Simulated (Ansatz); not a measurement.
# Al: the cost of one run

All numbers below are computed with Ansatz 0.2.0 (DFT PBE, plane waves, PAW, scalar-relativistic, no spin polarisation).

## (1) The structure to begin with

The cell holds 65 atoms (Al65): a = 11.427 Å, b = 11.427 Å, c = 18.060 Å, α = 90.00°, β = 90.00°, γ = 90.00°.

The coordinates stand in the first input below.

## (2) End point A

The input, input.yaml:

```yaml
crystal:
  lattice:
    - [11.426845584, 0.0, 0.0]
    - [0.0, 11.426845584, 0.0]
    - [0.0, 0.0, 18.06]
  atoms:
    - { symbol: Al, position: [0.125, 0.125, 0.33222591] }
    - { symbol: Al, position: [0.375, 0.125, 0.33222591] }
    - { symbol: Al, position: [0.625, 0.125, 0.33222591] }
    - { symbol: Al, position: [0.875, 0.125, 0.33222591] }
    - { symbol: Al, position: [0.125, 0.375, 0.33222591] }
    - { symbol: Al, position: [0.375, 0.375, 0.33222591] }
    - { symbol: Al, position: [0.625, 0.375, 0.33222591] }
    - { symbol: Al, position: [0.875, 0.375, 0.33222591] }
    - { symbol: Al, position: [0.125, 0.625, 0.33222591] }
    - { symbol: Al, position: [0.375, 0.625, 0.33222591] }
    - { symbol: Al, position: [0.625, 0.625, 0.33222591] }
    - { symbol: Al, position: [0.875, 0.625, 0.33222591] }
    - { symbol: Al, position: [0.125, 0.875, 0.33222591] }
    - { symbol: Al, position: [0.375, 0.875, 0.33222591] }
    - { symbol: Al, position: [0.625, 0.875, 0.33222591] }
    - { symbol: Al, position: [0.875, 0.875, 0.33222591] }
    - { symbol: Al, position: [0.0, 0.0, 0.4440753] }
    - { symbol: Al, position: [0.25, 0.0, 0.4440753] }
    - { symbol: Al, position: [0.5, 0.0, 0.4440753] }
    - { symbol: Al, position: [0.75, 0.0, 0.4440753] }
    - { symbol: Al, position: [0.0, 0.25, 0.4440753] }
    - { symbol: Al, position: [0.25, 0.25, 0.4440753] }
    - { symbol: Al, position: [0.5, 0.25, 0.4440753] }
    - { symbol: Al, position: [0.75, 0.25, 0.4440753] }
    - { symbol: Al, position: [0.0, 0.5, 0.4440753] }
    - { symbol: Al, position: [0.25, 0.5, 0.4440753] }
    - { symbol: Al, position: [0.5, 0.5, 0.4440753] }
    - { symbol: Al, position: [0.75, 0.5, 0.4440753] }
    - { symbol: Al, position: [0.0, 0.75, 0.4440753] }
    - { symbol: Al, position: [0.25, 0.75, 0.4440753] }
    - { symbol: Al, position: [0.5, 0.75, 0.4440753] }
    - { symbol: Al, position: [0.75, 0.75, 0.4440753] }
    - { symbol: Al, position: [0.125, 0.125, 0.5559247] }
    - { symbol: Al, position: [0.375, 0.125, 0.5559247] }
    - { symbol: Al, position: [0.625, 0.125, 0.5559247] }
    - { symbol: Al, position: [0.875, 0.125, 0.5559247] }
    - { symbol: Al, position: [0.125, 0.375, 0.5559247] }
    - { symbol: Al, position: [0.375, 0.375, 0.5559247] }
    - { symbol: Al, position: [0.625, 0.375, 0.5559247] }
    - { symbol: Al, position: [0.875, 0.375, 0.5559247] }
    - { symbol: Al, position: [0.125, 0.625, 0.5559247] }
    - { symbol: Al, position: [0.375, 0.625, 0.5559247] }
    - { symbol: Al, position: [0.625, 0.625, 0.5559247] }
    - { symbol: Al, position: [0.875, 0.625, 0.5559247] }
    - { symbol: Al, position: [0.125, 0.875, 0.5559247] }
    - { symbol: Al, position: [0.375, 0.875, 0.5559247] }
    - { symbol: Al, position: [0.625, 0.875, 0.5559247] }
    - { symbol: Al, position: [0.875, 0.875, 0.5559247] }
    - { symbol: Al, position: [0.0, 0.0, 0.66777409] }
    - { symbol: Al, position: [0.25, 0.0, 0.66777409] }
    - { symbol: Al, position: [0.5, 0.0, 0.66777409] }
    - { symbol: Al, position: [0.75, 0.0, 0.66777409] }
    - { symbol: Al, position: [0.0, 0.25, 0.66777409] }
    - { symbol: Al, position: [0.25, 0.25, 0.66777409] }
    - { symbol: Al, position: [0.5, 0.25, 0.66777409] }
    - { symbol: Al, position: [0.75, 0.25, 0.66777409] }
    - { symbol: Al, position: [0.0, 0.5, 0.66777409] }
    - { symbol: Al, position: [0.25, 0.5, 0.66777409] }
    - { symbol: Al, position: [0.5, 0.5, 0.66777409] }
    - { symbol: Al, position: [0.75, 0.5, 0.66777409] }
    - { symbol: Al, position: [0.0, 0.75, 0.66777409] }
    - { symbol: Al, position: [0.25, 0.75, 0.66777409] }
    - { symbol: Al, position: [0.5, 0.75, 0.66777409] }
    - { symbol: Al, position: [0.75, 0.75, 0.66777409] }
    - { symbol: Al, position: [0.12675026, 0.12587513, 0.76843854] }
basis:
  ecutwfc: 420.0
kpoints:
  mp_grid: { grid: [3, 3, 1] }
hamiltonian:
  xc: pbe
scf:
  occupations: { method: gaussian, width: 0.1 }
  lower_state_search: "off"
relax:
  f_tol: 0.02
  max_steps: 60
  adjacent_minimum: "off"
  constraints: [{ sites: [0, 1, 2, 3, 4, 5, 6, 7, 8, 9, 10, 11, 12, 13, 14, 15] }]
```

Launch:

```sh
$ ansatz run input.yaml --threads 8 --pin off --max-ram 20480MiB --backend cpu --events-out ev --progress --plain --runs-dir out
```

Q: Estimate wall time and peak memory on 8 threads of AMD EPYC 7R13 (Zen 3), shared host.

About 89 s, with a peak of 7.9 GiB.
